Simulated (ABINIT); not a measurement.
# Al2Ru (I4/mmm) in ABINIT: band structure with PBEsol

Aim: the band structure of Al2Ru with PBEsol.

Program: ABINIT 10.8.3 (patched build). These are calculated values, not measurements. Logs are shortened: lines on timing, memory, paths and dates and some standing lists are left out, and cuts for length are marked. The log counts tension as positive stress, the text compression.

## 1. The crystal as given

It takes space group I4/mmm (No. 139, tetragonal). The conventional cell has a = 3.121 Å, b = 3.121 Å, c = 8.444 Å, α = 90.00°, β = 90.00°, γ = 90.00°. Around Ru (site symmetry 4/mmm) lie 10 Al at 2.58 to 2.88 Å. Al (site symmetry 4mm) has 5 Ru at 2.58 to 2.88 Å and 5 Al at 2.69 Å as nearest neighbours.

The cell comes from a database or a generator and needn't be the stable form of this composition.

## 2. Band structure, PBEsol

run.abi reads:

```
# Datasets: ground state, then fixed potential
ndtset 2

# Pseudopotentials
pp_dirpath "./"
pseudos "Ru.upf, Al.upf"

# Structure
acell 3*1.0 Angstrom
rprim
    -1.5604216200     1.5604216200     4.2218055900
     1.5604216200    -1.5604216200     4.2218055900
     1.5604216200     1.5604216200    -4.2218055900
ntypat 2
znucl 44 13
natom 3
typat 1 2 2
xcart
     0.0000000000     0.0000000000     0.0000000000
     0.0000000000     0.0000000000     2.8775641986
     0.0000000000     0.0000000000     5.5660469814 Angstrom

# Plane-wave basis
ecut 1142.878222 eV

# Exchange and correlation
ixc -116133

# Bands and occupations
occopt 3
tsmear 0.00183747

# SCF cycle
nstep 100

# Output
iomode 3
prtwf 0
prteig 0
prtebands 0
enunit 1
prtden1 1
prtvha1 1
prtvclmb1 1
prtpot1 1
prtelf1 1

# Dataset 1
kptopt1 1
ngkpt1 12 12 12
nshiftk1 1
shiftk1 0.0 0.0 0.0
nband1 15
tolvrs1 1.0e-10

# Dataset 2: bands along G-X-Y-S-G-Z-S1-N-P-Y1-Z
iscf2 -2
getden2 1
nband2 21
nbdbuf2 4
tolwfr2 1.0e-11
kptopt2 -10
ndivsm2 5
prteig2 1
prtvol2 -3
kptbounds2
     0.0000000000     0.0000000000     0.0000000000
     0.0000000000     0.0000000000     0.5000000000
    -0.0683057809     0.0683057809     0.5000000000
    -0.2841528905     0.2841528905     0.2841528905
     0.0000000000     0.0000000000     0.0000000000
     0.5000000000     0.5000000000    -0.5000000000
     0.2841528905     0.7158471095    -0.2841528905
     0.0000000000     0.5000000000     0.0000000000
     0.2500000000     0.2500000000     0.2500000000
     0.5000000000     0.5000000000    -0.0683057809
     0.5000000000     0.5000000000    -0.5000000000
```

Potentials or basis: PseudoDojo NC SR PBEsol v0.4.1 standard.

On the command line:

```bash
$ abinit run.abi > log 2>&1
```

run.abo:

```text
.Version 10.8.3 of ABINIT
 DATASET    1 : space group I4/m m m (#139); Bravais tI (body-center tetrag.)
================================================================================
 Values of the parameters that define the memory need for DATASET  1.
     intxc =       0    ionmov =       0      iscf =       7    lmnmax =       6
     lnmax =       6     mgfft =      54  mpssoang =       3    mqgrid =    3001
     natom =       3  nloc_mem =       1    nspden =       1   nspinor =       1
    nsppol =       1      nsym =      16    n1xccc =    2501    ntypat =       2
    occopt =       3   xclevel =       2
       mpw =        3630          nfft =      157464          nkpt =         163
================================================================================
================================================================================

 DATASET    2 : space group I4/m m m (#139); Bravais tI (body-center tetrag.)
================================================================================
 Values of the parameters that define the memory need for DATASET  2.
     intxc =       0    ionmov =       0      iscf =      -2    lmnmax =       6
     lnmax =       6     mgfft =      54  mpssoang =       3    mqgrid =    3001
     natom =       3  nloc_mem =       1    nspden =       1   nspinor =       1
    nsppol =       1      nsym =      16    n1xccc =    2501    ntypat =       2
    occopt =       3   xclevel =       2
       mpw =        3634          nfft =      157464          nkpt =         214
================================================================================
================================================================================

--------------------------------------------------------------------------------
------------- Echo of variables that govern the present computation ------------
--------------------------------------------------------------------------------
 -outvars: echo values of preprocessed input variables --------
            acell      1.8897261259E+00  1.8897261259E+00  1.8897261259E+00 Bohr
              amu      1.01070000E+02  2.69815390E+01
             ecut      4.20000000E+01 Hartree
           enunit           1
           getden1          0
           getden2          1
             iscf1          7
             iscf2         -2
              ixc     -116133
           jdtset        1    2
           kptopt1          1
           kptopt2        -10
         kptrlatt       12    0    0      0   12    0      0    0   12
          kptrlen1     7.07704681E+01
          kptrlen2     3.00000000E+01
            natom           3
            nband1         15
[... 2002 lines left out ...]
================================================================================

 ----iterations are completed or convergence reached----

 Mean square residual over all n,k,spin=   50.471E-13; max=  99.990E-13
 reduced coordinates (array xred) for    3 atoms
       0.000000000000      0.000000000000      0.000000000000
       0.340797809996      0.340797809996      0.000000000000
       0.659202190004      0.659202190004      0.000000000000

 cartesian coordinates (angstrom) at end:
    1      0.00000000000000     0.00000000000000     0.00000000000000
    2      0.00000000000000     0.00000000000000     2.87756419860000
    3     -0.00000000000000     0.00000000000000     5.56604698140000
 length scales=  1.889726125908  1.889726125908  1.889726125908 bohr
              =  1.000000000000  1.000000000000  1.000000000000 angstroms
 Eigenvalues (   eV  ) for nkpt= 214  k points:
 kpt#   1, nband= 21, wtk=  1.00000, kpt=  0.0000  0.0000  0.0000 (reduced coord)
 -60.58787  -30.63196  -30.63196  -30.55863    1.01157    6.49624    8.10401    9.94810
   9.94810    9.95381   10.98949   14.32515   16.62054   18.06968   18.06968   18.16112
  18.16112   19.66911   24.18452   24.41961   28.35927
 kpt#   2, nband= 21, wtk=  1.00000, kpt=  0.0000  0.0000  0.0135 (reduced coord)
 -60.58783  -30.63219  -30.63217  -30.55858    1.01760    6.50156    8.10666    9.80737
   9.93978   10.09916   10.98161   14.32386   16.58652   18.05750   18.06202   18.09925
  18.21174   19.73948   24.21017   24.42580   28.25733
 kpt#   3, nband= 21, wtk=  1.00000, kpt=  0.0000  0.0000  0.0270 (reduced coord)
 -60.58774  -30.63288  -30.63281  -30.55844    1.03569    6.51747    8.11460    9.66889
   9.91498   10.25142   10.95799   14.32006   16.49575   17.94007   18.02206   18.03910
  18.35215   19.92416   24.28516   24.44449   27.97525
 kpt#   4, nband= 21, wtk=  1.00000, kpt=  0.0000  0.0000  0.0405 (reduced coord)
 -60.58758  -30.63403  -30.63387  -30.55820    1.06580    6.54387    8.12785    9.53585
   9.87419   10.40718   10.91877   14.31399   16.37064   17.72822   17.96639   18.00100
  18.55948   20.17856   24.40361   24.47606   27.56252
 kpt#   5, nband= 21, wtk=  1.00000, kpt=  0.0000  0.0000  0.0541 (reduced coord)
[... 825 lines left out ...]
  10.34850   10.38242   10.93761   14.85792   14.98570   18.48938   18.52245   20.49207
  21.69609   22.01004   22.40815   23.08021   24.97735
 kpt# 212, nband= 21, wtk=  1.00000, kpt=  0.5000  0.5000 -0.4730 (reduced coord)
 -60.58770  -30.63297  -30.63290  -30.56080    2.86056    3.52173    7.95059    9.31007
  10.36904   10.38415   10.98033   14.97928   15.03968   18.36928   18.44361   20.48137
  21.83123   22.03805   22.41445   22.81950   25.26724
 kpt# 213, nband= 21, wtk=  1.00000, kpt=  0.5000  0.5000 -0.4865 (reduced coord)
 -60.58779  -30.63228  -30.63226  -30.56096    2.84770    3.50167    7.94580    9.31003
  10.38147   10.38525   11.00612   15.05819   15.07393   18.27097   18.41605   20.46073
  22.01472   22.05578   22.41817   22.57250   25.37835
 kpt# 214, nband= 21, wtk=  1.00000, kpt=  0.5000  0.5000 -0.5000 (reduced coord)
 -60.58782  -30.63205  -30.63205  -30.56101    2.84341    3.49498    7.94420    9.31000
  10.38563   10.38563   11.01474   15.08568   15.08568   18.23696   18.40684   20.45154
  22.06186   22.14854   22.41940   22.41940   25.39770

== END DATASET(S) ==============================================================
================================================================================

 -outvars: echo values of variables after computation  --------
            acell      1.8897261259E+00  1.8897261259E+00  1.8897261259E+00 Bohr
           etotal1    -1.0573738429E+02
            fcart1     6.1907801132E-20  6.1907801132E-20 -3.6140072416E-20
                      -1.0819018735E-19  2.3002990302E-22  6.1049789999E-04
                       4.6282386213E-20 -6.2137831035E-20 -6.1049789999E-04
            rprim     -1.5604216200E+00  1.5604216200E+00  4.2218055900E+00
                       1.5604216200E+00 -1.5604216200E+00  4.2218055900E+00
                       1.5604216200E+00  1.5604216200E+00 -4.2218055900E+00
           strten1     6.3845953557E-06  6.3845953557E-06  3.2663490681E-05
                       0.0000000000E+00  0.0000000000E+00  0.0000000000E+00
           xangst      0.0000000000E+00  0.0000000000E+00  0.0000000000E+00
                       1.0725481583E-17  2.2306875074E-17  2.8775641986E+00
                      -1.8002861989E-17  8.1897057348E-17  5.5660469814E+00
             xred      0.0000000000E+00  0.0000000000E+00  0.0000000000E+00
                       3.4079781000E-01  3.4079781000E-01  1.0584433154E-17
                       6.5920219000E-01  6.5920219000E-01  2.0473375445E-17
 Calculation completed.
```

Wall time 18 min (1 thread of Arm Neoverse V1, shared host); peak memory 0.34 GiB.

What came out:

```
Free energy                                           : -2877.2608 eV
Pressure                                              : -0.4 GPa
Largest force                                         : 0.031 eV/Å
Band gap on the k mesh                                : none (metal or under the smearing width)
Valence electrons inside the program's atomic spheres : Ru 12.96; Al 0.97
```

Forces in eV/Å, atoms in the order of the input:
```
Ru   0.000  0.000  0.000
Al   0.000  0.000  0.031
Al   0.000  0.000 -0.031
```

Stress tensor (GPa, compression positive):
```
-0.19  0.00  0.00
 0.00 -0.19  0.00
 0.00  0.00 -0.96
```

Levels at the corners of the path, in eV from the Fermi level:
| point | band 7 | band 8 | band 9 | band 10 | band 11 | band 12 | band 13 | band 14 | band 15 | band 16 |
| --- | --- | --- | --- | --- | --- | --- | --- | --- | --- | --- |
| Γ | -3.82 | -1.97 | -1.97 | -1.97 | -0.93 | 2.40 | 4.70 | 6.15 | 6.15 | 6.24 |
| X | -3.47 | -3.41 | -3.08 | -1.26 | -0.33 | 0.29 | 1.85 | 2.02 | 4.81 | 5.40 |
| Y | -3.45 | -3.33 | -3.07 | -1.22 | -0.99 | 0.18 | 1.93 | 2.47 | 5.16 | 6.06 |
| S | -5.52 | -2.86 | -2.47 | -2.45 | -1.38 | 0.31 | 3.35 | 5.77 | 6.53 | 8.63 |
| Γ | -3.82 | -1.97 | -1.97 | -1.97 | -0.93 | 2.40 | 4.70 | 6.15 | 6.15 | 6.24 |
| Z | -3.98 | -2.61 | -1.54 | -1.54 | -0.91 | 3.16 | 3.16 | 6.32 | 6.49 | 8.53 |
| S1 | -5.52 | -2.86 | -2.47 | -2.45 | -1.38 | 0.31 | 3.35 | 5.77 | 6.53 | 8.63 |
| N | -4.60 | -2.92 | -2.74 | -2.53 | -1.40 | 0.59 | 3.06 | 5.14 | 7.01 | 8.52 |
| P | -4.64 | -3.38 | -1.69 | -1.69 | -0.48 | 0.29 | 1.26 | 3.48 | 3.48 | 4.92 |
| Y1 | -3.45 | -3.33 | -3.07 | -1.22 | -0.99 | 0.18 | 1.93 | 2.47 | 5.16 | 6.06 |
| Z | -3.98 | -2.61 | -1.54 | -1.54 | -0.91 | 3.16 | 3.16 | 6.32 | 6.49 | 8.53 |
